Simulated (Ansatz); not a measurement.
Theory: DFT, PBE, plane waves (420 eV) with PAW, scalar-relativistic in Ansatz.

An element in the omega (AlB2-type) structure gives this curve. The cell is scaled uniformly from the relaxed one, with fractional coordinates and shape fixed. Energies are extrapolated to zero smearing, pressures are those at the given smearing. Magnetic state: ferromagnetic.

```
V (Å³/atom)  E − E₀ (meV/atom)  P (GPa)  sphere moment (μB)
      9.786              119.3    32.78                0.63
     10.231               48.1    19.20                0.66
     10.675               10.7     8.45                0.68
     11.120                0.0    -0.06                0.69
     11.565               10.3    -6.77                0.71
     12.010               37.2   -12.07                0.72
     12.455               77.1   -16.22                0.74
```

(1) Which element is it?
A. phosphorus
B. nickel
C. copper
D. vanadium

## Answers

(1) B. Its fit is V₀ = 11.11 Å³/atom, B₀ = 189 GPa, B₀′ = 4.9.
